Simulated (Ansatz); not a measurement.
Runs of Ansatz 0.2.0 on HfO2. The structure is orthorhombic, space group Pca2_1 (No. 29). The conventional cell has a = 5.219 Å, b = 5.005 Å, c = 5.033 Å, α = 90.00°, β = 90.00°, γ = 90.00°. Hf (site symmetry 1) is surrounded by 7 O at 2.02 to 2.23 Å. O (site symmetry 1) is surrounded by 3 Hf at 2.02 to 2.13 Å. O (site symmetry 1) is surrounded by 4 Hf at 2.11 to 2.23 Å. Measurements of this composition are mostly on another form, of space group No. 14.

| task | level | cell | smearing | gap on the mesh (eV) | pressure (GPa) | relaxed volume (Å³/atom) | largest force (eV/Å) |
| --- | --- | --- | --- | --- | --- | --- | --- |
| relaxation of cell and atoms | revPBE+D3(BJ) | relaxed | fermi-dirac 0.05 eV | (a) | 0.0 | 11.23 | 0.01 |
| relaxation of cell and atoms | RPBE+D3(BJ) | relaxed | fermi-dirac 0.05 eV | 4.70 | 0.0 | 10.44 | - |
| single point | PBE | as given | gaussian 0.015 eV | 4.48 | (c) | - | 0.12 |
| relaxation of cell and atoms | BLYP+D3(BJ) | relaxed | fermi-dirac 0.05 eV | 4.42 | 0.0 | (b) | - |
| relaxation of cell and atoms | BLYP+D4 | relaxed | fermi-dirac 0.05 eV | 4.42 | 0.0 | 11.42 | - |

Alike in all rows: potentials or basis Ansatz PAW; no spin polarisation; k mesh 5 × 6 × 5; cutoff (eV) 420.

Problem. Estimate the missing entries.

Solution. (a) 4.47; (b) 11.32; (c) 9.8.

Caveats: odd divisions of the mesh miss points on the zone boundary, where band edges often lie, so the gap on the mesh can be too wide; spin-orbit coupling is left out, which moves the levels of the heavy elements; the plane-wave basis is chosen anew once the cell has moved, so the energies of steps on either side of that aren't comparable (some runs); the PAW data sets come from PBE, with cores solved anew for the run's functional, which leaves a small shift of forces and pressure (some runs).

A k mesh can miss the band edges, and the runs leave out spin-orbit coupling on Hf.
